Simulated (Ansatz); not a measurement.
Cu under changes of volume

One of the cells (11.436 Å³/atom); the others are scaled copies at fixed shape and fractional positions:

```
CELL_PARAMETERS angstrom
2.53410 0.00000 0.00000
-1.26705 2.19459 0.00000
0.00000 0.00000 4.11257
ATOMIC_POSITIONS crystal
Cu 0.66667 0.33333 0.75000
Cu 0.33333 0.66667 0.25000
```

This isn't the form of Cu at room conditions, which is fcc.

- Program: Ansatz 0.2.0
- Functional: r2SCAN
- Potentials or basis: Ansatz PAW
- Cutoff: 500 eV (not typed: the program's choice for these potentials)
- k mesh: 12 × 12 × 7
- Occupations: fermi-dirac, width 0.05 eV
- Spin: no spin polarisation

```csv
volume (Å³/atom),energy over the lowest point (meV/atom),pressure (GPa)
10.749,25.32,12.2
10.978,11.17,7.8
11.207,?,?
11.436,0.00,0.4
11.664,1.73,-2.7
11.893,7.60,-5.4
12.122,17.13,-7.8
```

Problem. What does the run at 11.207 Å³/atom give?

Solution. Energy over the lowest point 2.95 meV/atom; pressure 3.9 GPa.

Worked out: A Birch-Murnaghan fit of order 3 (a polynomial in V^(-2/3)) to the other rows has its minimum at 11.46 Å³/atom with B0 = V·E''(V) = 161 GPa and B' = 5.0 at fixed shape and positions, which overstates the stiffness. It gives 2.95 meV/atom at 11.207 Å³/atom, against the run's 2.95, and -dE/dV = 3.8 GPa, against 3.9.

Energies are extrapolated to zero smearing.

Caveats: the PAW data sets come from PBE, with cores solved anew for the run's functional, which leaves a small shift of forces and pressure.
